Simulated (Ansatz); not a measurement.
# Where V_O puts its levels in the gap of CaO (Fm-3m)

Wanted: the transition levels of a vacancy in CaO (Fm-3m), from a cell of 54 host atoms with 1 O taken out.

Program: Ansatz 0.2.0. Level of theory: place-levels on r2SCAN runs: charge-transition levels and formation energies with image-charge correction and potential alignment at the atomic sites; PAW set soft_1. Results are calculated unless marked as measured.

## (1) The structure

The cell holds 53 atoms: 27 Ca and 26 O. Its edges and angles: a = 9.867 Å, b = 9.867 Å, c = 9.867 Å, α = 60.0°, β = 60.0°, γ = 60.0°. It derives from CaO (space group Fm-3m). Nearest the centre at fractional (0.500, 0.500, 0.500): Ca46 at 2.33 Å, Ca50 at 2.33 Å, Ca34 at 2.33 Å, Ca28 at 2.33 Å, Ca44 at 2.33 Å, Ca32 at 2.33 Å, O31 at 3.29 Å, O22 at 3.29 Å.

Structure file:

```xyz
53
Lattice="0.0000 6.9773 6.9773 6.9773 0.0000 6.9773 6.9773 6.9773 0.0000" Properties=species:S:1:pos:R:3 pbc="T T T"
Ca    0.0000    0.0000    0.0000
O     2.3258    2.3258    2.3258
Ca    2.3258    2.3258    0.0000
O     4.6515    4.6515    2.3258
Ca    4.6515    4.6515    0.0000
O     6.9773    6.9773    2.3258
Ca    2.3258    0.0000    2.3258
O     4.6515    2.3258    4.6515
Ca    4.6515    2.3258    2.3258
O     6.9773    4.6515    4.6515
Ca    6.9773    4.6515    2.3258
O     9.3030    6.9773    4.6515
Ca    4.6515    0.0000    4.6515
O     6.9773    2.3258    6.9773
Ca    6.9773    2.3258    4.6515
O     9.3030    4.6515    6.9773
Ca    9.3030    4.6515    4.6515
O    11.6288    6.9773    6.9773
Ca    0.0000    2.3258    2.3258
O     2.3258    4.6515    4.6515
Ca    2.3258    4.6515    2.3258
O     4.6515    6.9773    4.6515
Ca    4.6515    6.9773    2.3258
O     6.9773    9.3030    4.6515
Ca    2.3258    2.3258    4.6515
O     4.6515    4.6515    6.9773
Ca    4.6515    4.6515    4.6515
Ca    6.9773    6.9773    4.6515
O     9.3030    9.3030    6.9773
Ca    4.6515    2.3258    6.9773
O     6.9773    4.6515    9.3030
Ca    6.9773    4.6515    6.9773
O     9.3030    6.9773    9.3030
Ca    9.3030    6.9773    6.9773
O    11.6288    9.3030    9.3030
Ca    0.0000    4.6515    4.6515
O     2.3258    6.9773    6.9773
Ca    2.3258    6.9773    4.6515
O     4.6515    9.3030    6.9773
Ca    4.6515    9.3030    4.6515
O     6.9773   11.6288    6.9773
Ca    2.3258    4.6515    6.9773
O     4.6515    6.9773    9.3030
Ca    4.6515    6.9773    6.9773
O     6.9773    9.3030    9.3030
Ca    6.9773    9.3030    6.9773
O     9.3030   11.6288    9.3030
Ca    4.6515    4.6515    9.3030
O     6.9773    6.9773   11.6288
Ca    6.9773    6.9773    9.3030
O     9.3030    9.3030   11.6288
Ca    9.3030    9.3030    9.3030
O    11.6288   11.6288   11.6288
```

Screening for the image-charge correction: ε∞ = 3.85, ε0 = 16.67, computed on the host (DFPT, PBEsol, on the r2SCAN cell), and a cell off the functional's own equilibrium shifts the ionic part.

The relaxed host is scaled by −3.0 % along all axes; the dielectric constants are those of the unstrained host.

The cell's shortest repeat is 9.9 Å.

## (2) The runs of each charge state

Levels follow from differences of total energies between charge states, each relaxed by itself.

Each atom starts 0.05 Å or so off its site in a random direction: a symmetric start keeps its symmetry, and would miss off-centre moves and Jahn–Teller distortions. Forces are taken at one point at (¼, ¼, ¼). The cell holds 1 electron more than the neutral one, with a uniform background that keeps it neutral on the whole. The electron count is odd, so at least one spin is unpaired; this run locks the moment at 1 μB.

The sampling was tested on the host first: at the k-points planned (1x1x1 shifted 0.25 0.25 0.25) its energy lies 0.006 eV an atom from the dense-mesh value, under the bound of 0.02 eV set for this test; that bounds the host's error, not the defect's.

One of the inputs; charge, spin and start change from state to state.

Input file qm1_M1.relax/input.yaml:

```yaml
crystal:
  lattice:
    - [0.0, 2.32576162, 2.32576162]
    - [2.32576162, 0.0, 2.32576162]
    - [2.32576162, 2.32576162, 0.0]
  atoms:
    - { symbol: Ca, position: [0.0, 0.0, 0.0] }
    - { symbol: O, position: [0.5, 0.5, 0.5] }
  supercell: [3, 3, 3]
  defects: [{ vacancy: 27 }]
total_charge: -1
basis:
  ecutwfc: 500
  xc_grid: 2
hamiltonian:
  xc: r2scan
  pseudopotentials: { kind: paw, azcp: { folder: soft_1 } }
kpoints:
  mp_grid: { grid: [1, 1, 1], shift: [0.25, 0.25, 0.25] }
magnetization:
  spin_polarized: true
  initial_magnetization: 1
  spin_locking: { lock_magnetization: hard }
scf:
  occupations: { method: fixed }
  max_iter: 80
output:
  forces: true
  charged_corrections: { epsilon: 3.85, static_epsilon: 16.67 }
relax:
  f_tol: 0.02
  max_steps: 80
  random_displacement: { amplitude: 0.05, seed: 617 }
checkpoint:
  write: "../qm1_M1.relax.run"
  compress: false
  write_wavefunctions: true
  write_every: 100000
```

The run is started by

```bash
ansatz run input.yaml --threads 4 --pin off --max-ram 15073MiB --backend cpu --events-out ev --progress --plain --runs-dir out
```

The relaxed structure is kept and the sampling changed to a 2×2×2 shifted mesh.

The run of this state that the levels use, under r2SCAN:

Input file qm1_M1.point/input.yaml:

```yaml
crystal:
  checkpoint: "../qm1_M1.relax.run"
  host: checkpoint
total_charge: -1
basis:
  ecutwfc: 500
  xc_grid: 2
hamiltonian:
  xc: r2scan
  pseudopotentials: { kind: paw, azcp: { folder: soft_1 } }
kpoints:
  mp_grid: { grid: [2, 2, 2], shift: [0.5, 0.5, 0.5] }
magnetization:
  spin_polarized: true
  initial_magnetization: 1
  spin_locking: { lock_magnetization: hard }
scf:
  occupations: { method: fermi_dirac, width: 0.01 }
  max_iter: 80
output:
  forces: true
  eigenvalues: true
  charged_corrections:
    epsilon: 3.85
    static_epsilon: 16.67
    defect_position: [0.5, 0.5, 0.5]
  eigenstates: { localisation: true }
  populations: true
  efg: {}
checkpoint:
  read: "../qm1_M1.relax.run"
  write: "../qm1_M1.point.run"
  compress: false
  write_wavefunctions: false
  write_every: 100000
```

Relaxations under r2SCAN at one point at (¼, ¼, ¼); times on 4 threads of Arm Neoverse V2, shared host:

```
charge  moment (μB)  occupations    outcome  steps  largest displacement against the far atoms (Å)     time
    −1            1        fixed  converged      8                                            0.04  3.9 min
     0            0        fixed  converged      6                                            0.03     71 s
    +1            1        fixed  converged      5                                            0.08  2.3 min
    +2            0        fixed  converged      4                                            0.15     57 s
```

Single points under r2SCAN at a 2×2×2 shifted mesh; times on 4 threads of Arm Neoverse V2, shared host:

```
charge  moment (μB)  occupations    outcome     time
    −1            1  fermi-dirac  converged  3.2 min
     0            0  fermi-dirac  converged     91 s
    +1            1  fermi-dirac  converged  2.9 min
    +2            0  fermi-dirac  converged     75 s
```

Distances (Å) from the ideal centre to the nearest atoms after relaxation with r2SCAN:

```
charge  moment (μB)       1.       2.       3.       4.       5.       6.
    −1            1  Ca 2.35  Ca 2.35  Ca 2.36  Ca 2.36  Ca 2.36  Ca 2.36
     0            0  Ca 2.35  Ca 2.35  Ca 2.35  Ca 2.36  Ca 2.36  Ca 2.36
    +1            1  Ca 2.40  Ca 2.40  Ca 2.40  Ca 2.41  Ca 2.41  Ca 2.41
    +2            0  Ca 2.47  Ca 2.47  Ca 2.48  Ca 2.48  Ca 2.48  Ca 2.48
```

## (3) place-levels, r2SCAN

A charged cell interacts with its images and the background, and its potential has another zero than the host's. place-levels removes the first by a point-charge model, screened by the static dielectric constant since the ions have relaxed around the charge, and the second by comparing potentials at atoms far from the defect.

The host is a run of the defect-free crystal in the same cutoffs, grids and k-points, so that basis and sampling errors cancel in part in the differences. The host is run in a cell of 2 atoms on a matching mesh. Its band edges are searched through the zone by a band path, so the gap is smaller than, or equal to, that on the mesh. Chemical potentials are energies per atom of O (O2 molecule), run with the same functional and cutoff.

Input file levels.point.yaml:

```yaml
host:
  run: host.point.run
states: [qm1_M1.point.run, q0.point.run, qp1_M1.point.run, qp2.point.run]
geometry_from:
  qm1_M1.point.run: qm1_M1.relax.run
  q0.point.run: q0.relax.run
  qp1_M1.point.run: qp1_M1.relax.run
  qp2.point.run: qp2.relax.run
chemical_potentials:
  O:
    energy: -565.989614
    dataset: <sha256 of the dataset>
epsilon: 3.85
static_epsilon: 16.67
vertical:
  - { from: qm1_M1.point.run, to: qm1_M1.point_neutral.run }
  - { from: qp1_M1.point.run, to: qp1_M1.point_neutral.run }
  - { from: qp2.point.run, to: qp2.point_neutral.run }
```

The run is started by

```bash
ansatz place-levels levels.point.yaml -- --threads 4 --pin off --max-ram 15073MiB
```

Numbers of over 12 decimals in the logs are rounded to 6 here.

Output:

```text
[... repeated set-up lines and file paths are left out, and long positions are rounded to six places ...]
(+2/+1) 1.474 eV above the valence edge, 2.678 eV under the conduction edge
(+1/0) 3.429 eV above the valence edge, 0.723 eV under the conduction edge
(0/-1) 4.184 eV above the valence edge (+4.548 eV without the band-filling correction), in the conduction band
formation energy of charge +2: +2.703 eV with the Fermi level at the valence edge
formation energy of charge +1: +4.177 eV with the Fermi level at the valence edge
formation energy of charge 0: +7.607 eV with the Fermi level at the valence edge
formation energy of charge -1: +11.791 eV with the Fermi level at the valence edge
vertical -1 to 0: no energy, since no alignment is typed
  the change from vertical[0].from (qm1_M1.point.run) to vertical[0].to (qm1_M1.point_neutral.run): by its potential at epsilon 3.85 it is spread over the cell along a vector, with an rms radius of about 6.7 Å (3.9 3.9 3.9 Å across the planes of the cell's [...]
vertical +1 to 0: no energy, since no alignment is typed
  the change from vertical[1].from (qp1_M1.point.run) to vertical[1].to (qp1_M1.point_neutral.run): by its potential at epsilon 3.85 it stands at 0.500 0.500 0.501, with an rms radius of about 1.1 Å (0.7 0.7 0.7 Å across the planes of the cell's vectors); [...]
vertical +2 to 0: no energy, since no alignment is typed
  the change from vertical[2].from (qp2.point.run) to vertical[2].to (qp2.point_neutral.run): by its potential at epsilon 3.85 it stands at 0.501 0.500 0.500, with an rms radius of about 1.6 Å (0.9 0.9 0.9 Å across the planes of the cell's vectors); [...]
  edges by r2scan, gap 4.152 eV; the host is sampled to repeats of 19.73 Å
  the defect's cells are sampled to repeats of 19.73 Å, like sampling
  charge +2: -64086.4015 eV with its correction of +0.433 eV, at epsilon 16.67, aligned at sites: -0.0672 eV, mean over 21 atomic sites at or beyond 4.93 Å from the defect at [0.5000, 0.5000, 0.5000], with -0.000000 for the charge's moments and without [...]
  charge +1: -64076.4273 eV with its correction of +0.053 eV, at epsilon 16.67, aligned at sites: -0.0888 eV, mean over 21 atomic sites at or beyond 4.93 Å from the defect at [0.5000, 0.5000, 0.5000], with +0.000000 for the charge's moments and without [...]
  charge 0: +0.000 eV for its dipole among its images, +0.000 omitted
  charge -1: -64051.4508 eV with its correction of +0.202 eV, at epsilon 16.67, aligned at sites: -0.0606 eV, mean over 21 atomic sites at or beyond 4.93 Å from the defect at [0.5000, 0.5000, 0.5000], with +0.000000 for the charge's moments and without [...]
  states[0] (qm1_M1.point.run): levels filled in part (TS 0.003 eV): its energy is of no whole electron's
  of states[3] (qp2.point.run): it parts from the run that its charge is read beside by 2 carriers, of which the mean alone is read, by its potential at epsilon 3.85, taken for that of held ions (one typed too small widens it): that is narrow, but one of them [...]
  of states[2] (qp1_M1.point.run): its alignment with the host at atomic sites is doubtful: the cell is too small to show whether the defect's potential has decayed: take a larger one; stability_check_not_made
  of states[1] (q0.point.run): its alignment with the host at atomic sites is doubtful: the cell is too small to show whether the defect's potential has decayed: take a larger one
  of states[0] (qm1_M1.point.run): it parts from the run at its places by a charge that spreads by about 3.9 Å along one vector (1.4 Å or more is wide), by its potential at epsilon 3.85, taken for that of held ions (one typed too small widens it), where the [...]
  vertical[0].from (qm1_M1.point.run): levels filled in part (TS 0.003 eV): its energy is of no whole electron's
  of vertical[0].from (qm1_M1.point.run): its moments are held at its close (magnetization.spin_locking), by a field of 0.105 eV a Bohr magneton, and its energy and levels are of the state that this holds: a run that lets them go can end lower; [...]
  of vertical[1].from (qp1_M1.point.run): stability_check_not_made
  of vertical[2].from (qp2.point.run): it parts from the run that its charge is read beside by 2 carriers, of which the mean alone is read, by its potential at epsilon 3.85, taken for that of held ions (one typed too small widens it): that is narrow, but one [...]
  vertical[2].to (qp2.point_neutral.run): levels filled in part (TS 0.010 eV): its energy is of no whole electron's
```

Elapsed: 0.37 s, on 4 threads of Arm Neoverse V2, shared host.

Levels between the charges placed, in eV above the valence top:

```
        gap (eV)  (+2/+1)  (+1/0)  (0/−1)
r2SCAN      4.15     1.47    3.43    4.18
```

Corrections by state:

```
charge  moment (μB)  image terms and alignment (eV)  band filling (eV)  ε used  over the lowest of its charge, as the program ranks them, band filling apart (eV)
    +2          0.0                           0.433                  -   16.67                                                                              0.000
    +1          1.0                           0.053                  -   16.67                                                                              0.000
     0          0.0                           0.000                  -       -                                                                              0.000
    −1          1.0                           0.202             -0.364   16.67                                                                              0.000
```

The charged structures listed were also run neutral, and place-levels reads from each pair, by the potential or the spins, how wide the charge is by which they differ; that can be the carrier of either run.

```
charge  rms radius (Å)  spread where it is widest against the cell (Å)  wide from (Å)  reading
    +2             1.6                                            0.92           1.40   narrow
    +1             1.1                                            0.66           1.40   narrow
    −1             6.7                                            3.89           1.40     wide
```

The neutral runs of these pairs need not share the spin of the lowest neutral state, and very wide values only mean spread over the cell.

From the program's caveats on the states, each cut to its opening words:

- charge +2: it parts from the run that its charge is read beside by 2 carriers, of which the mean alone is read, by its potential at epsilon 3.85, taken for that of held [...]
- charge +2, +1 (1 μB), 0, −1 (1 μB): its alignment with the host at atomic sites is doubtful: the cell is too small to show whether the defect's potential has decayed: take a larger one
- charge +1 (1 μB), −1 (1 μB): flagged: stability check not made
- charge −1 (1 μB): it parts from the run at its places by a charge that spreads by about 3.9 Å along one vector (1.4 Å or more is wide), by its potential at epsilon 3.85, taken [...]
- charge −1 (1 μB): a band-filling correction moves a carrier to the host's band edge, which changes its energy by -0.364 eV
- charge −1 (1 μB): its moments are held at its close (magnetization.spin_locking), by a field of 0.105 eV a Bohr magneton, and its energy and levels are of the state that this [...]

The host's formation energy from the elements is -3.171 eV per atom at this strain; it sets how far the chemical potentials can move.

Limit set by the element alone; other compounds of these elements are not counted. Chemical potentials from the elements' reference states: Ca 0.00 eV, O -6.34 eV. Formation energies (Ca-rich), with the Fermi level at the valence top and at the conduction bottom (gap 4.15 eV):

```
charge  at valence top (eV)  at conduction bottom (eV)  correction included (eV)
    +2                -3.64                       4.67                      0.43
    +1                -2.17                       1.99                      0.05
     0                 1.26                       1.26                      0.00
    −1                 5.45                       1.30                     -0.16
```

```csv
Fermi level (eV),lowest formation energy (eV)
0.00,-3.64
0.38,-2.89
0.75,-2.13
1.13,-1.38
1.51,-0.66
1.89,-0.28
2.27,0.10
2.64,0.48
3.02,0.86
3.40,1.23
3.78,1.26
4.15,1.26
```

Limit set by the element alone; other compounds of these elements are not counted. Chemical potentials from the elements' reference states: O 0.00 eV, Ca -6.34 eV. Formation energies (O-rich), with the Fermi level at the valence top and at the conduction bottom (gap 4.15 eV):

```
charge  at valence top (eV)  at conduction bottom (eV)  correction included (eV)
    +2                 2.70                      11.01                      0.43
    +1                 4.18                       8.33                      0.05
     0                 7.61                       7.61                      0.00
    −1                11.79                       7.64                     -0.16
```

| Fermi level (eV) | lowest formation energy (eV) |
| --- | --- |
| 0.00 | 2.70 |
| 0.38 | 3.46 |
| 0.75 | 4.21 |
| 1.13 | 4.97 |
| 1.51 | 5.69 |
| 1.89 | 6.06 |
| 2.27 | 6.44 |
| 2.64 | 6.82 |
| 3.02 | 7.20 |
| 3.40 | 7.58 |
| 3.78 | 7.61 |
| 4.15 | 7.61 |

## (4) The same at the relaxations' own k-points

The relaxations' own energies give the levels at their sampling, for comparison.

Input file levels.relax_mesh.yaml:

```yaml
host:
  run: host.relax.run
states: [qm1_M1.relax.run, q0.relax.run, qp1_M1.relax.run, qp2.relax.run]
chemical_potentials:
  O:
    energy: -565.989614
    dataset: <sha256 of the dataset>
```

The run is started by

```bash
ansatz place-levels levels.relax_mesh.yaml -- --threads 4 --pin off --max-ram 15073MiB
```

Output:

```text
(+2/+1) 1.432 eV above the valence edge, 2.705 eV under the conduction edge
(+1/0) 3.377 eV above the valence edge, 0.760 eV under the conduction edge
[...]
formation energy of charge +2: +2.690 eV with the Fermi level at the valence edge
formation energy of charge +1: +4.122 eV with the Fermi level at the valence edge
formation energy of charge 0: +7.499 eV with the Fermi level at the valence edge
formation energy of charge -1: +11.677 eV with the Fermi level at the valence edge
  edges by r2scan, gap 4.137 eV; the host is sampled to repeats of 9.87 Å
[... the lines on each state left out ...]
```

Wall time 0.11 s (4 threads).

Levels between neighbouring charges, in eV above the valence top:

```
                        gap (eV)  (+2/+1)  (+1/0)  (0/−1)
one point at (¼, ¼, ¼)      4.14     1.43    3.38    4.18
  a 2×2×2 shifted mesh      4.15     1.47    3.43    4.18
```

Going from one point at (¼, ¼, ¼) to a 2×2×2 shifted mesh moves the levels that carry no band-filling term by up to 0.05 eV and formation energies against the elements by up to 0.11 eV; band-filling terms, which differ between samplings, are in these energies.

## (5) Summary of results

| Quantity | Value |
| --- | --- |
| gap of the host | 4.15 eV (r2SCAN) |
| level (plus 2/plus 1) | 1.47 eV above the valence top |
| level (plus 1/0) | 3.43 eV above the valence top |
| level (0/minus 1) | 4.18 eV above the valence top, past the conduction bottom (4.55 eV above the valence top without the band-filling term) |
| lowest of the charges placed, just above the valence top (0.02 eV) | +2 |
| lowest of the charges placed, just below the conduction bottom (0.02 eV) | 0 |
| lowest formation energy at mid-gap of the charges run, Ca-rich | -0.09 eV |
| lowest formation energy at mid-gap of the charges run, O-rich | 6.25 eV |

In words: Of the charges placed (−1, 0, +1 and +2), the lowest changes at 1.47 eV (+2/+1) and 3.43 eV (+1/0) above the valence top, in a gap of 4.15 eV. Charges above +2 were not placed, so these runs say nothing of levels that involve them. States placed: +2 at 0 μB; +1 at 1 μB; 0 at 0 μB; −1 at 1 μB. Other spin states or structures, where not listed, weren't placed. The program finds carriers beyond a band edge of the host and adds a band-filling term at charge −1 (-0.36 eV); steps to such a charge show no bound level, and a defect level inside a band would be read the same way. Going from one point at (¼, ¼, ¼) to a 2×2×2 shifted mesh moves the levels that carry no band-filling term by up to 0.05 eV and formation energies against the elements by up to 0.11 eV; band-filling terms, which differ between samplings, are in these energies. The program doubts the alignment of potentials for at least one state, a sign that the cell is small. What this leaves open: r2SCAN makes the gap too small and tends to spread out bound carriers; where a gas molecule sets a chemical potential or the host's formation energy, its binding is uncorrected; force components of up to 0.12 eV/Å remain in a run at the final settings.

[Logs are printed without paths, hosts, clocks, repeated set-up lines and the standing remarks that a program may print on its own settings, such as how far it seeks lower states.]

[Hosts, paths, dates, database ids (printed as entryN), source tags and the programs' standing remarks are cut or masked in the printed files.]

[Where a table of states has a column of steps, it counts the stored structures, which are thinned; the runs took as many ionic steps or more.]

[A defect's name tells the site on which it was built; relaxed atoms can leave that site.]

[For some hosts the program warned that the k-mesh of the response run may be too coarse for force constants and the static dielectric constant; such warnings are not shown here.]
